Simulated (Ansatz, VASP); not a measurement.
**One calculation of Pd, two programs**

INCAR

```
ALGO = Normal
EDIFF = 1E-7
ENCUT = 520
GGA = PE
ISIF = 2
ISMEAR = -1
LASPH = True
LCHARG = False
LREAL = False
LWAVE = False
NBANDS = 11
NELM = 100
PREC = Accurate
SIGMA = 0.1
```

The input KPOINTS:

```
k-points
0
Gamma
  16 16 16
```

File POSCAR:

```
Pd
1.0
    0.0000000000      1.8162469649      1.8162469649
    1.8162469649      0.0000000000      1.8162469649
    1.8162469649      1.8162469649      0.0000000000
Pd
1
Direct
    0.0000000000      0.0000000000      0.0000000000
```

Input for Ansatz:

```yaml
crystal:
  lattice:
    - [0.0, 1.8162469649, 1.8162469649]
    - [1.8162469649, 0.0, 1.8162469649]
    - [1.8162469649, 1.8162469649, 0.0]
  atoms:
    - { symbol: Pd, position: [0.0, 0.0, 0.0] }
kpoints:
  mp_grid: { grid: [16, 16, 16] }
  band_path:
    path:
      - [0.0, 0.0, 0.0]
      - [0.5, 0.0, 0.5]
      - [0.625, 0.25, 0.625]
      - [0.375, 0.375, 0.75]
      - [0.0, 0.0, 0.0]
      - [0.5, 0.5, 0.5]
      - [0.5, 0.25, 0.75]
      - [0.5, 0.0, 0.5]
    npoints: 8
scf:
  occupations: { method: fermi_dirac, width: 0.1 }
hamiltonian:
  xc: pbe
  pseudopotentials: { kind: paw }
output:
  forces: true
  stress: true
  eigenvalues: true
  populations: true
  dos: { projected: true, de: 0.2, e_range: [-14, 8] }
  write_density: true
  write_potential: true
  elf: true
  volumetric_format: npy
```

Change from the starting cell: volume scaled by 0.78, PAW files.

Alike in both runs: task single point; functional PBE; k mesh 16 × 16 × 16; occupations fermi-dirac, width 0.1 eV; no spin polarisation.

|  | VASP | Ansatz |
| --- | --- | --- |
| version | VASP 6.6.1 | Ansatz 0.2.0 |
| potentials or method | VASP PAW PBE potentials, release 64 (Pd) | PAW with Ansatz's default frozen-core files, scalar-relativistic |
| plane-wave cutoff (eV) | 520 | 420 |
| valence electrons in the cell | 10 | 18 |

Ansatz gave:

| Quantity | Value |
| --- | --- |
| pressure (GPa) | 81.0 |

Question: Which values does VASP return?

Answer: Pressure (GPa): 80.4.

The two sets of potentials don't hold the same shells in valence.

Caveats: the cell as given lies far from equilibrium; so large a pressure means that the cell lies far from this level's equilibrium, or that cutoff or potentials fall short (VASP).
